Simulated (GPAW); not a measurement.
The system is TiTe.

```
Ti Te
1.0
     0.00000    3.05007    3.05007
     3.05007    0.00000    3.05007
     3.05007    3.05007    0.00000
Ti Te
1 1
Direct
  0.50000 0.50000 0.50000
  0.00000 0.00000 0.00000
```

The cell comes from a database or a generator and needn't be the stable form of this composition.

Base run:

- Program: GPAW 26.7.0
- Functional: r2SCAN
- Potentials or basis: GPAW PAW data sets (gpaw-data 1.2.1)
- Cutoff: 600 eV
- Basis: pw
- k mesh: 8 × 8 × 8
- Occupations: fermi-dirac, width 0.05 eV
- Spin: no spin polarisation
- Hubbard terms: Ti d U = 8 eV

Its results: band gap on the k mesh none (metal or under the smearing width); pressure -9.1 GPa.

Problem. The run is repeated on the same cell with these changes: hubbard terms from Ti d U = 8 eV to Ti d U = 6 eV. What comes out?

Solution. Band gap on the k mesh none (metal or under the smearing width); pressure -9.6 GPa.

Caveats: the PAW data sets were made with another functional, which shifts forces and pressure a little; U without spin polarisation on a metal has little footing; the U is typed as a test and isn't derived for this compound.
